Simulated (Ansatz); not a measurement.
# MoSe2: the cost of one run

Computed with Ansatz 0.2.0 (DFT PBE+U (U_eff = 5 eV on Mo d, around-mean-field double counting), plane waves, PAW, unless a step's input says otherwise).

The COD entry's cell or inner coordinates are ideal or old and differ from later refinements, so a difference from it is no clean test against experiment.

1 further run of the same task is left out (it didn't finish).

### 1 The structure to begin with

The structure is hexagonal, space group P6_3/mmc (No. 194). Conventional cell: a = 3.288 Å, b = 3.288 Å, c = 12.900 Å, α = 90.00°, β = 90.00°, γ = 120.00°. Around Mo (site symmetry -6m2) lie 6 Se at 2.49 Å. Around Se (site symmetry 3m) lie 3 Mo at 2.49 Å.

Coordinates:

```cif
data_structure
_symmetry_space_group_name_H-M 'P 1'
_symmetry_Int_Tables_number 1
_cell_length_a 3.2880
_cell_length_b 3.2880
_cell_length_c 12.9000
_cell_angle_alpha 90.000
_cell_angle_beta 90.000
_cell_angle_gamma 120.000
_cell_volume 120.78
loop_
_atom_site_label
_atom_site_type_symbol
_atom_site_fract_x
_atom_site_fract_y
_atom_site_fract_z
_atom_site_occupancy
Mo1 Mo 0.33333 0.66667 0.25000 1
Mo2 Mo 0.66667 0.33333 0.75000 1
Se1 Se 0.33333 0.66667 0.62500 1
Se2 Se 0.66667 0.33333 0.12500 1
Se3 Se 0.33333 0.66667 0.87500 1
Se4 Se 0.66667 0.33333 0.37500 1
```

An earlier series on this cell reached its lowest free state from «total moment held at first, then free, 2.00 μB per cell», perhaps among other starts (it ended without moments).

### 2 Ferrimagnetic site moments held

input.yaml

```yaml
crystal:
  lattice:
    - [3.28799957, 0.0, 0.0]
    - [-1.64399979, 2.84749116, 0.0]
    - [0.0, 0.0, 12.90000092]
  atoms:
    - { symbol: Mo, position: [0.3333333333, 0.6666666667, 0.25], spin: 2.0 }
    - { symbol: Mo, position: [0.6666666667, 0.3333333333, 0.75], spin: -1.0 }
    - { symbol: Se, position: [0.3333333333, 0.6666666667, 0.625] }
    - { symbol: Se, position: [0.6666666667, 0.3333333333, 0.125] }
    - { symbol: Se, position: [0.3333333333, 0.6666666667, 0.875] }
    - { symbol: Se, position: [0.6666666667, 0.3333333333, 0.375] }
basis:
  ecutwfc: 420
  ecutrho_ratio: 4
kpoints:
  mp_grid: { grid: [7, 7, 2] }
hamiltonian:
  xc: pbe
  hubbard:
    sites: [{ site: 0, l: d, u_eff: 5.0 }, { site: 1, l: d, u_eff: 5.0 }]
    double_counting: amf
scf:
  occupations: { method: gaussian, width: 0.05 }
  lower_state_search: "off"
  max_iter: 150
output:
  forces: true
  stress: true
  eigenvalues: true
  populations: true
  hubbard: { sites: [{ site: 0, l: d }, { site: 1, l: d }] }
magnetization:
  spin_polarized: true
  spin_locking: { lock_spins: true }
```

The lock stays on to the end, so the result is a constrained state.

Started as:

```
> ansatz run input.yaml --threads 4 --pin off --max-ram 6144MiB --backend cpu --events-out ev --progress --plain --runs-dir out
```

What time and memory should one allow on 4 threads of Intel Xeon 6975P-C (Granite Rapids), shared host?

About 15 s, with a peak of 0.63 GiB.
